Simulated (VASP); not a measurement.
Set up this calculation in VASP 6.6.1, as the native input.

```
Task                               : band structure
Functional                         : HSE06
Potentials or basis                : VASP PAW PBE potentials, release 64 (S, Mg)
Cutoff                             : 520 eV
k mesh                             : 6 × 6 × 6
Occupations                        : gaussian, width 0.02 eV
Spin                               : no spin polarisation
Ladder                             : gaps
Grid for exact exchange (PRECFOCK) : Fast
Screening parameter                : 0.2 1/A
Further INCAR settings             : ALGO = Normal; EDIFF = 1e-07; NBANDS = 11
```

MgS:

```
S Mg
1.0
     0.00000    2.83312    2.83312
     2.83312    0.00000    2.83312
     2.83312    2.83312    0.00000
S Mg
1 1
Direct
  0.25000 0.25000 0.25000
  0.00000 0.00000 0.00000
```

The cell comes from a database or a generator and needn't be the stable form of this composition.

The input as run:

POSCAR

```
MgS
1.0
    0.0000000000      2.8331200468      2.8331200468
    2.8331200468      0.0000000000      2.8331200468
    2.8331200468      2.8331200468      0.0000000000
S Mg
1 1
Direct
    0.2500000000      0.2500000000      0.2500000000
    0.0000000000      0.0000000000      0.0000000000
```

INCAR.step1

```
ALGO = Normal
EDIFF = 1E-5
ENCUT = 520
GGA = PE
ISIF = 2
ISMEAR = 0
KPAR = 4
LASPH = True
LCHARG = False
LREAL = False
LWAVE = True
NBANDS = 11
NELM = 100
PREC = Accurate
SIGMA = 0.02
```

INCAR.step2

```
ALGO = Normal
EDIFF = 1E-7
ENCUT = 520
GGA = PE
HFSCREEN = 0.2
ISIF = 2
ISMEAR = 0
ISTART = 1
KPAR = 4
LASPH = True
LCHARG = False
LHFCALC = True
LREAL = False
LWAVE = False
NBANDS = 11
NELM = 100
PREC = Accurate
PRECFOCK = Fast
SIGMA = 0.02
```

KPOINTS

```
k-points
0
Gamma
  6 6 6
```

KPOINTS_OPT

```
path GXWKGLUWLK,UX
12
line-mode
reciprocal
 0.0000000000  0.0000000000  0.0000000000  G
 0.5000000000  0.0000000000  0.5000000000  X

 0.5000000000  0.0000000000  0.5000000000  X
 0.5000000000  0.2500000000  0.7500000000  W

 0.5000000000  0.2500000000  0.7500000000  W
 0.3750000000  0.3750000000  0.7500000000  K

 0.3750000000  0.3750000000  0.7500000000  K
 0.0000000000  0.0000000000  0.0000000000  G

 0.0000000000  0.0000000000  0.0000000000  G
 0.5000000000  0.5000000000  0.5000000000  L

 0.5000000000  0.5000000000  0.5000000000  L
 0.6250000000  0.2500000000  0.6250000000  U

 0.6250000000  0.2500000000  0.6250000000  U
 0.5000000000  0.2500000000  0.7500000000  W

 0.5000000000  0.2500000000  0.7500000000  W
 0.5000000000  0.5000000000  0.5000000000  L

 0.5000000000  0.5000000000  0.5000000000  L
 0.3750000000  0.3750000000  0.7500000000  K

 0.6250000000  0.2500000000  0.6250000000  U
 0.5000000000  0.0000000000  0.5000000000  X
```

Potentials or basis: VASP PAW PBE potentials, release 64 (S, Mg).

Launch:

```bash
$ cat potpaw_PBE.64/S/POTCAR potpaw_PBE.64/Mg/POTCAR > POTCAR
$ cp INCAR.step1 INCAR
$ mpirun -np 4 vasp_std > vasp.out
$ cp INCAR.step2 INCAR
$ mpirun -np 4 vasp_std > vasp.out
```

It gave:

```
Pressure                : -0.3 GPa
Band gap on the k mesh  : 4.52 eV, direct
Band gap along the path : 4.52 eV, direct
```

Caveat: the PAW data sets were made with another functional, which shifts forces and pressure a little.

Run time: 14 min on 4 MPI ranks on Intel(R) Xeon(R) Platinum 8488C (Sapphire Rapids) (shared host), peak memory 0.35 GiB a rank.
